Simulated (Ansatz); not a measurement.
Results of PBEsol-D3(BJ) (PAW; Ansatz, a quantum-chemistry and plane-wave program) for chalcopyrite CuInS₂.

Numerical settings: plane-wave cutoff 520 eV, 10×10×10 k mesh, Fermi–Dirac smearing 0.01 eV, no spin polarisation, scalar-relativistic PAW data made under PBE.

A third-order Birch–Murnaghan fit to the energies gives V0 = 20.144 Å³/atom, B0 = 82.9 GPa, B′ = 4.9.

| V (Å³/atom) | P (GPa) |
|---|---|
| 19.339 | 3.73 |
| 19.742 | … |
| 20.145 | 0.00 |
| 20.548 | … |
| 20.951 | … |

Estimate the withheld pressures from this fit; the answers are the runs' own values.


- 19.742, P (GPa): 1.75
- 20.548, P (GPa): -1.57
- 20.951, P (GPa): -2.96

The formula P = (3/2) B0 (x^(7/3) − x^(5/3)) [1 + (3/4)(B′ − 4)(x^(2/3) − 1)] with x = V0/V meets the computed pressures within 0.01 GPa when these rounded values are put in.

Shape and atoms are relaxed at each volume.

Note: the bulk modulus comes from volumes at which shape and atoms were relaxed.

Spin–orbit coupling is not included.

Static lattice: no zero-point or thermal effects.
